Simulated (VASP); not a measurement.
A run of VASP 6.6.1 is set up as follows.

INCAR

```
  PREC = Accurate
  ENCUT = 600
  EDIFF = 1E-7
  ISMEAR = 0
  SIGMA = 0.03
  LREAL = False
  LASPH = True
  NELM = 80
  ALGO = Normal
  ISIF = 3
  LWAVE = False
  LCHARG = False
  METAGGA = R2SCAN
  LMIXTAU = True
  IBRION = 2
  NSW = 90
  EDIFFG = -0.005
```

The input KPOINTS:

```
Automatic mesh
0
Gamma
  12 12 6
```

File POSCAR:

```
AlN                                     
1.0
    3.1044035650      0.0000000000     -0.0000000000
   -1.5522017825      2.6884923509      0.0000000000
    0.0000000000     -0.0000000000      4.9777328379
  Al              N             
     2     2
Direct
     0.3333333332999970    0.6666666667000030    0.9992570489196196
     0.6666666667000030    0.3333333332999970    0.4992570489196196
     0.3333333332999970    0.6666666667000030    0.3807429510803829
     0.6666666667000030    0.3333333332999970    0.8807429510803829
```

Potentials or basis: VASP PAW PBE potentials, release 64 (Al, N).

Launch:

```bash
$ cat potpaw_PBE.64/Al/POTCAR potpaw_PBE.64/N/POTCAR > POTCAR
$ mpirun -np 1 vasp_std > vasp.out
```

Question: What does it give for the relaxed cell?

Answer: a = 3.105 Å, b = 3.105 Å, c = 4.977 Å, α = 90.00°, β = 90.00°, γ = 120.00°.

Question: Predict the band gap on the k mesh.

Answer: 4.93 eV, direct.

Question: Predict the space group after relaxing (to 0.05 Å).

Answer: P6_3mc (No. 186).

Question: Predict the relaxed volume.

Answer: 10.39 Å³/atom.

Forces on the atoms (eV/Å):
```
Al   0.000  0.000 -0.005
Al   0.000  0.000 -0.005
N    0.000  0.000  0.005
N    0.000  0.000  0.005
```

Caveat: the PAW data sets were made with another functional, which shifts forces and pressure a little. r2SCAN opens gaps a little over a GGA but as a rule still falls short of measured ones.
